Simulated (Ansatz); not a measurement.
# GaP (F-43m) in Ansatz: band structure with PBE0

Aim: the band structure of GaP with PBE0.

All numbers are computed with Ansatz 0.2.0; they aren't measurements. Logs are shortened: lines on timing, memory, paths and dates and some standing lists are left out, and cuts for length are marked.

**Experimental background.**

From “Stacking defects in GaP nanowires: Electronic structure and optical properties”, 2018, arxiv:1810.01194, for a bulk crystal of GaP at 10 K: band gap 2.34 eV (indirect).

The results are compared with them further down.

**1. Starting point**

The structure is cubic, space group F-43m (No. 216). Conventional cell: a = 5.451 Å, b = 5.451 Å, c = 5.451 Å, α = 90.00°, β = 90.00°, γ = 90.00°. Ga (site symmetry -43m) is surrounded by 4 P at 2.36 Å. P (site symmetry -43m) is surrounded by 4 Ga at 2.36 Å.

**2. Band structure, PBE0**

File input:

```
crystal:
  lattice:
    - [0.0, 2.72525, 2.72525]
    - [2.72525, 0.0, 2.72525]
    - [2.72525, 2.72525, 0.0]
  atoms:
    - { symbol: Ga, position: [0.0, 0.0, 0.0] }
    - { symbol: P, position: [0.75, 0.75, 0.75] }
hamiltonian:
  xc: pbe0
  pseudopotentials: { kind: paw }
kpoints:
  mp_grid: { grid: [6, 6, 6] }
  band_path:
    path:
      - [[0.0, 0.0, 0.0], [0.5, 0.0, 0.5], [0.5, 0.25, 0.75], [0.375, 0.375, 0.75], [0.0, 0.0, 0.0], [0.5, 0.5, 0.5], [0.625, 0.25, 0.625], [0.5, 0.25, 0.75], [0.5, 0.5, 0.5], [0.375, 0.375, 0.75]]
      - [[0.625, 0.25, 0.625], [0.5, 0.0, 0.5]]
    npoints: 4
scf:
  occupations: { method: fermi_dirac, width: 0.05 }
  n_extra_bands: 6
output:
  forces: true
  stress: true
  eigenvalues: true
  fatbands: false
  write_density: true
  write_potential: true
  elf: true
  volumetric_format: npy
```

Potentials or basis: Ansatz PAW.

Standard output:

```text
Warning: output.stress: scf.convergence.dr2_threshold = 1e-7 eV (the SCF's general default) is looser than the 2e-10 eV advised for a printed stress (1e-10 eV for each atom of the cell: 2). What an SCF threshold leaves in a stress goes as its square root, and in the free energy as the threshold itself, and one threshold admits the most on a small cell: of the crystals measured, under no hybrid functional and no lock of the moments, on runs that ended without the residual-converged pass, on stresses that held no estimate of that error, the worst erred by over 100 MPa in a component at 1e-7 eV an atom and by under 5 at 1e-10. Set scf.convergence.dr2_threshold to 2e-10 eV or tighter. The threshold is an SCF's pass mark: one that does not reach it within its budget of iterations ends unconverged, or closes short of it on a stop that the run arms, and scf.convergence.dr2_threshold's page says what that costs each kind of run
Warning: output.stress: scf.exx.energy_threshold = 1e-6 eV is looser than the 2e-8 eV advised for a stress under a hybrid functional (1e-8 eV for each atom of the cell: 2). Every SCF of the exchange loop can meet its threshold on dr2 while the loop round them stops early: no threshold on dr2 bounds what that leaves in the stress. Set scf.exx.energy_threshold to 2e-8 eV or tighter. The threshold is the loop's pass mark: a loop that does not reach it within its budget of cycles ends unconverged, and scf.exx.energy_threshold's page has the law
scf.n_extra_bands = 6 over 9 filled bands (N_el = 18.0): the run solves 15 bands
GPUs: using 1 of 1 available (devices: 1).
Engine: ansatz 0.2.0, x86_64-unknown-linux-gnu
Pseudopotentials: kind: paw
Pseudopotential: Ga, paw, valence charge 13, recommended cutoff 420 eV (normal), Ga.paw.azcp
Pseudopotential: P, paw, valence charge 5, recommended cutoff 420 eV (normal), P.paw.azcp
Functional definition: PBE0
  parameter a = 0.25
  parameter kappa = 0.804
  parameter beta = 0.06672455060314922
  exchange = (1 - a)*pbe_x(kappa = kappa, mu = beta*pi^2/3) + a*exact_x
  correlation = pbe_c(beta = beta)
device memory: the entry about to start is reckoned to put 0.4 GiB on a device that reports 68.3 GiB free (of which the cap on the GPU budget leaves the run 18.0 GiB)
GPU FFT provider: cuFFT
GPU libraries: cuBLAS 13.8.2, cuFFT 12.4.0, cuSOLVER 12.3.4
Crystal: 2 atoms, lattice volume = 40.481 Å³
Basis set: ecut = 420 eV, 749 PW (Γ), exchange–correlation on 54×54×54 points (8 copies of the dense FFT grid, shifted against one another)
Bands: 15, of which v1, the nominal top of the filled ones, is band 9 counted from 1 (8 counted from 0)
Symmetry: 24 space group operations
Space group: F-43m (ITA 216), of the structure as read, at distance tolerance 3.4e-5 Å
k-points: 16 of 216 (time reversal used)
Non-local potential: Ga, projectors of the file, l = 0: 2, l = 1: 2, l = 2: 3, l = 3: 1
Non-local potential: P, projectors of the file, l = 0: 2, l = 1: 2, l = 2: 2
PAW form: soft (Blöchl's): semilocal exchange-correlation on the pseudo side does not see the compensation charge
PAW frozen core: Ga, regenerated for the run's functional, and the local potential with it (the file was generated under x = pbe(κ = 0.804, μ = 0.2195149727645171), c = pbe(β = 0.06672455060314922))
PAW frozen core: P, regenerated for the run's functional, and the local potential with it (the file was generated under x = pbe(κ = 0.804, μ = 0.2195149727645171), c = pbe(β = 0.06672455060314922))
PAW one-centre angular grid: Ga, 590 points (default); XC on 64 Gauss nodes
PAW one-centre angular grid: P, 110 points (default); XC on 64 Gauss nodes
Initial density: superposition of atomic densities (neutral atoms: chi_scale 0, normalization atom), corrected by the library's trained network
Initial wavefunctions: pseudopotential atomic-orbital guess
GPU buffer pool allocated for 19683 grid points (all kernels)
GPU transforms: local potential and band sums: pruned to the plane-wave sphere, on 25×25×25
Functional: x = pbe(κ = 0.804, μ = 0.2195149727645171), c = pbe(β = 0.06672455060314922), warm-up for x = 0.75 pbe(κ = 0.804, μ = 0.2195149727645171) + 0.25 exact, c = pbe(β = 0.06672455060314922)
SCF iter   1: F=—  HF=-4539.532722 eV  |F-HF|=—  |Δ(HF+E_count)|=         —  Δρ=1.32e-3  dr2=1.20e-3  ethr=1.77e-3  ⟨swp⟩=10.6  Hψ=1142  notcnv=0
preconditioner: auto → none  [insulator: Δε(μ)=1.635 eV  Ē_g=17.232 eV  σ=0.050 eV  W_gap=1.00  n_scr=14 (ndim 8)  ℏωp=24.8 eV  f_vac=0.011  D(μ)=0.00/eV (n_scr^D=0)]
iter 2 solved again at ethr=5.79e-7 eV; its pass at ethr=6.64e-6 eV (dr2=1.04e-4 eV) is discarded
SCF iter   2: F=-4539.532701 eV  HF=-4539.532694 eV  |F-HF|=6.30e-6  |Δ(HF+E_count)|=   2.79e-5  Δρ=4.66e-4  dr2=1.04e-4  ethr=5.79e-7  ⟨swp⟩=3.0  Hψ=1093  notcnv=0  defer=2
SCF 1 stopped early in 2 iterations: F = -4539.532701 eV  dr2 = 1.04e-4
device memory: the entry about to start is reckoned to put 1.1 GiB on a device that reports 68.2 GiB free (of which the cap on the GPU budget leaves the run 18.0 GiB)
GPU FFT provider: cuFFT
GPU libraries: cuBLAS 13.8.2, cuFFT 12.4.0, cuSOLVER 12.3.4
Initial density: handed on by an earlier stage of this run
Initial wavefunctions: those handed on with the density
GPU buffer pool allocated for 19683 grid points (all kernels)
GPU transforms: local potential and band sums: pruned to the plane-wave sphere, on 25×25×25
Functional: x = 0.75 pbe(κ = 0.804, μ = 0.2195149727645171) + 0.25 exact, c = pbe(β = 0.06672455060314922)
Exchange kernel: α = 0.2500, full range, Wigner–Seitz truncation, v(0) = 14713.4324 eV·Å³, q-mesh 6×6×6, nearest image of the exchange supercell L = 23.12 Å, pair-density grid 15×15×15, without the augmentation charges, whose exchange is taken in its separable form by FFT convolution over the k-point mesh (sized by the pseudopotential files, 24×24×24 at the most), smooth part of the exact exchange by density-matrix convolution in up to 2.52 GiB of GPU memory as planned if the GPU has room (build and FFT work areas not counted)
Frozen-core exchange: fock
SCF iter   1: F=—  HF=-4540.819029 eV  |F-HF|=—  |Δ(HF+E_count)|=         —  Δρ=1.22e-2  dr2=2.36e-2  ethr=5.79e-6  ⟨swp⟩=6.3  Hψ=1092  notcnv=0
preconditioner: auto → none  [insulator: Δε(μ)=2.919 eV  Ē_g=20.860 eV  σ=0.050 eV  W_gap=1.00  n_scr=14 (ndim 8)  ℏωp=24.8 eV  f_vac=0.011  D(μ)=0.00/eV (n_scr^D=0)]
SCF iter   2: F=—  HF=-4540.808024 eV  |F-HF|=—  |Δ(HF+E_count)|=   1.10e-2  Δρ=2.56e-3  dr2=2.79e-3  ethr=5.79e-6  ⟨swp⟩=4.0  Hψ=826  notcnv=0
SCF iter   3: F=—  HF=-4540.817143 eV  |F-HF|=—  |Δ(HF+E_count)|=   9.12e-3  Δρ=3.28e-3  dr2=1.65e-3  ethr=5.79e-6  ⟨swp⟩=4.1  Hψ=703  notcnv=0
SCF iter   4: F=—  HF=-4540.816945 eV  |F-HF|=—  |Δ(HF+E_count)|=   1.98e-4  Δρ=1.21e-3  dr2=2.21e-4  ethr=5.79e-6  ⟨swp⟩=2.0  Hψ=384  notcnv=0
SCF iter   5: F=—  HF=-4540.817207 eV  |F-HF|=—  |Δ(HF+E_count)|=   2.62e-4  Δρ=2.51e-4  dr2=1.68e-5  ethr=1.07e-6  ⟨swp⟩=3.1  Hψ=406  notcnv=0  defer=1
SCF iter   6: F=-4540.817202 eV  HF=-4540.817202 eV  |F-HF|=3.91e-7  |Δ(HF+E_count)|=   4.37e-6  Δρ=4.17e-5  dr2=5.05e-6  ethr=6.72e-8  ⟨swp⟩=4.0  Hψ=622  notcnv=0
SCF 2 stopped early in 6 iterations: F = -4540.817202 eV  dr2 = 5.05e-6
hybrid outer 1: dexx = +1.081e-2 eV, tail = 2.60e-5 eV
GPU FFT provider: cuFFT
GPU libraries: cuBLAS 13.8.2, cuFFT 12.4.0, cuSOLVER 12.3.4
GPU buffer pool allocated for 19683 grid points (all kernels)
GPU transforms: local potential and band sums: pruned to the plane-wave sphere, on 25×25×25
Exchange kernel: α = 0.2500, full range, Wigner–Seitz truncation, v(0) = 14713.4324 eV·Å³, q-mesh 6×6×6, nearest image of the exchange supercell L = 23.12 Å, pair-density grid 15×15×15, without the augmentation charges, whose exchange is taken in its separable form by FFT convolution over the k-point mesh (sized by the pseudopotential files, 24×24×24 at the most), smooth part of the exact exchange by density-matrix convolution in up to 2.52 GiB of GPU memory as planned if the GPU has room (build and FFT work areas not counted)
Frozen-core exchange: fock
SCF iter   1: F=—  HF=-4540.817099 eV  |F-HF|=—  |Δ(HF+E_count)|=         —  Δρ=4.91e-5  dr2=9.51e-7  ethr=7.23e-7  ⟨swp⟩=4.5  Hψ=598  notcnv=0
preconditioner: auto → none  [insulator: Δε(μ)=2.955 eV  Ē_g=20.694 eV  σ=0.050 eV  W_gap=1.00  n_scr=14 (ndim 8)  ℏωp=24.8 eV  f_vac=0.009  D(μ)=0.00/eV (n_scr^D=0)]
SCF iter   2: F=—  HF=-4540.817100 eV  |F-HF|=—  |Δ(HF+E_count)|=   6.87e-7  Δρ=3.10e-5  dr2=3.35e-7  ethr=4.47e-9  ⟨swp⟩=4.1  Hψ=539  notcnv=0  defer=1
SCF iter   3: F=—  HF=-4540.817100 eV  |F-HF|=—  |Δ(HF+E_count)|=   9.23e-8  Δρ=1.34e-5  dr2=4.83e-8  ethr=1.58e-9  ⟨swp⟩=2.3  Hψ=393  notcnv=0  defer=1
SCF iter   4: F=-4540.817100 eV  HF=-4540.817100 eV  |F-HF|=8.49e-10  |Δ(HF+E_count)|=   1.02e-8  Δρ=1.64e-6  dr2=3.84e-9  ethr=2.47e-10  ⟨swp⟩=4.0  Hψ=525  notcnv=0
SCF 3 converged in 4 iterations: F = -4540.817100 eV  dr2 = 3.84e-9
  Residual-converged pass: ⟨swp⟩=3.7  Hψ=541  notcnv=0  max |occ|·‖R‖ = 2.3e-6 eV (tolerance 2.4e-6 eV)  dr2=3.98e-9  dr2_onsite=7.46e-10  max |Δocc| = 4.5e-22
hybrid outer 2: dexx = +7.942e-7 eV, tail = 2.68e-8 eV, Δε = 3.06e-3 eV (about 1.17e-4 eV left of the loop's levels)
device memory: the entry about to start is reckoned to put 0.3 GiB on a device that reports 69.4 GiB free (of which the cap on the GPU budget leaves the run 18.0 GiB)
NSCF: frozen V_eff on 42 k-points, pencils in batches of 32, up to order 68
hybrid SCF converged: 2 outer / 10 inner (+2 warm-up), last move |dexx| = 7.94e-7 eV, tail = 2.68e-8 eV
Stability not checked: this state was not tested for a lower state beside it, because the functional holds exact exchange (a hybrid, or Hartree-Fock), whose exchange loop this test does not read (fock_operator; see scf.lower_state_search)
Free energy (F): -4540.817100 eV
Frozen-core exchange: fock
Harris-Foulkes:  -4540.817100 eV  (|F-HF|=8.49e-10)
Internal energy: -4540.817100 eV  (E = F + TS)
E sigma→0 (E₀):  -4540.817100 eV
Fermi energy:    7.788698 eV
--- Per-component energies (eV) ---
  E_band       = -103.044851
  E_kinetic    = 185.413517
  E_local      = -2204.069849  (includes V_loc(G=0)·N_el)
  E_nonlocal   = 460.351248
  E_hartree    = 1022.475860
  E_xc         = -100.695837
  E_vxc        = -91.926976  (∫ρ·V_xc dr)
  E_exx        = -63.707877  (= α·E_x^exact, valence–valence)
  E_paw        = -2527.929169  (= ΣΔE_a)
  E_vpaw       = -370.348329  (= ΣTr[D̂ρ^β])
  E_aug_tail   = -0.000106  (compensation charges beyond the density's cutoff)
  E_ewald      = -1312.644944
  E_core_change = -0.009945  (= ΣΔE_core)
  E_smearing   = -0.000000  (= −TS)
  E_closure    = 0.000002  (closes the sum)
  Σ components = -4540.817100   (vs F -4540.817100, Δ=0.00e0)
--- Forces (eV/Å), atoms counted from 1 ---
  atom   1  Ga    -0.00000000     0.00000000     0.00000000
  atom   2  P      0.00000000    -0.00000000     0.00000000
  max |Σ_I F_I| component: 1.30e-16 eV/Å
--- Stress (GPa, compression-positive) ---
        0.494366       0.000000      -0.000000
       -0.000000       0.494366       0.000000
       -0.000000       0.000000       0.494366
  P = ⅓ Tr σ = 0.4944 GPa (4.944 kbar)
--- Band table (eV; the first three rows and the last of 16) ---
  k-point 0: bands = ["-10.8741", "-10.8741", "-10.8741", "-10.7728", "-10.7728", "-7.5671", "6.3128", "6.3128", "6.3128", "9.7584", "11.7669", "11.7669", "11.7669", "16.8562", "17.8891"]
  k-point 1: bands = ["-10.8888", "-10.8670", "-10.8670", "-10.7729", "-10.7729", "-7.1854", "3.7551", "5.9132", "5.9132", "10.3048", "12.3633", "12.3633", "12.9923", "16.9969", "16.9969"]
  k-point 2: bands = ["-10.9169", "-10.8551", "-10.8551", "-10.7704", "-10.7704", "-6.1604", "0.5675", "5.3162", "5.3162", "9.7247", "12.7481", "12.7481", "15.7236", "17.7407", "17.7605"]
  k-point 15: bands = ["-10.9525", "-10.8323", "-10.8177", "-10.7923", "-10.7617", "-4.2831", "-0.9348", "2.5738", "2.7238", "11.2286", "11.5544", "15.7095", "15.7234", "19.9875", "20.2646"]
```

It took 37 s on 1 × NVIDIA H100 80GB HBM3 with 2 threads of AMD EPYC 7R13 (Zen 3), shared host; peak memory 2 GiB.

Results:

| Property | Result |
| --- | --- |
| Free energy | -4540.8171 eV |
| Pressure | 0.5 GPa |
| Band gap on the k mesh | 2.96 eV, indirect (least direct gap 3.45 eV) |
| Band gap along the path | 2.96 eV, indirect (least direct gap 3.45 eV) |

Levels at the corners of the path, in eV from the valence-band top:
```
point  band 6  band 7  band 8  band 9  band 10  band 11  band 12  band 13
    Γ  -13.88    0.00    0.00    0.00     3.45     5.45     5.45     5.45
    X  -10.67   -7.43   -2.97   -2.97     2.96     3.24    12.78    12.78
    W  -10.57   -7.17   -3.97   -3.77     6.21     6.70     7.74     7.86
    K  -10.71   -7.19   -4.36   -2.49     3.59     6.45    10.14    10.18
    Γ  -13.88    0.00    0.00    0.00     3.45     5.45     5.45     5.45
    L  -11.65   -7.34   -1.23   -1.23     3.17     6.31     6.31     9.94
    U  -10.71   -7.19   -4.36   -2.49     3.59     6.45    10.14    10.18
    W  -10.57   -7.17   -3.97   -3.77     6.21     6.70     7.74     7.86
    L  -11.65   -7.34   -1.23   -1.23     3.17     6.31     6.31     9.94
    K  -10.71   -7.19   -4.36   -2.49     3.59     6.45    10.14    10.18
    U  -10.71   -7.19   -4.36   -2.49     3.59     6.45    10.14    10.18
    X  -10.67   -7.43   -2.97   -2.97     2.96     3.24    12.78    12.78
```

Caveat: the PAW data sets come from PBE, with cores solved anew for the run's functional, which leaves a small shift of forces and pressure; the thresholds are loose for stress.

**3. How close it comes**

Step 2. Against the measured gap of GaP, 2.34 eV (indirect; 10 K; quoted in “Stacking defects in GaP nanowires: Electronic structure and optical properties”, 2018, arxiv:1810.01194), the calculated 2.96 eV is off by +0.62 eV. Spin-orbit coupling on Ga is left out. The value is that of PBE0, without temperature or zero-point motion.
